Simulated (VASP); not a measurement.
A run of VASP 6.6.1:

INCAR

```
SYSTEM = MgO
PREC = Accurate
ENCUT = 600
EDIFF = 1E-7
ISMEAR = 0
SIGMA = 0.03
LREAL = .FALSE.
LASPH = .TRUE.
NELM = 80
ALGO = Normal
ISIF = 3
LWAVE = .FALSE.
LCHARG = .FALSE.
IBRION = 2
NSW = 90
EDIFFG = -0.005
```

KPOINTS

```
Automatic mesh
0
G
  14 14 14
  0 0 0
```

File POSCAR:

```
MgO                                     
1.0
    0.0000000000      2.0716358169      2.0716358169
    2.0716358169      0.0000000000      2.0716358169
    2.0716358169      2.0716358169      0.0000000000
  Mg              O             
     1     1
Direct
     0.0000000000000000    0.0000000000000000    0.0000000000000000
     0.5000000000000000    0.5000000000000000    0.5000000000000000
```

Potentials or basis: VASP PAW LDA potentials, release 64 (Mg, O).

Run with:

```bash
$ cat potpaw_LDA.64/Mg/POTCAR potpaw_LDA.64/O/POTCAR > POTCAR
$ mpirun -np 1 vasp_std > vasp.out
```

Hardware: 1 thread of AMD EPYC 7R13 Processor (Zen 3) (shared host).

Estimate the wall time of this run.

Run time: 14 s on 1 thread of AMD EPYC 7R13 Processor (Zen 3) (shared host), peak memory 0.11 GiB. Counts: scf iterations 12, k points 104, ion steps 1.
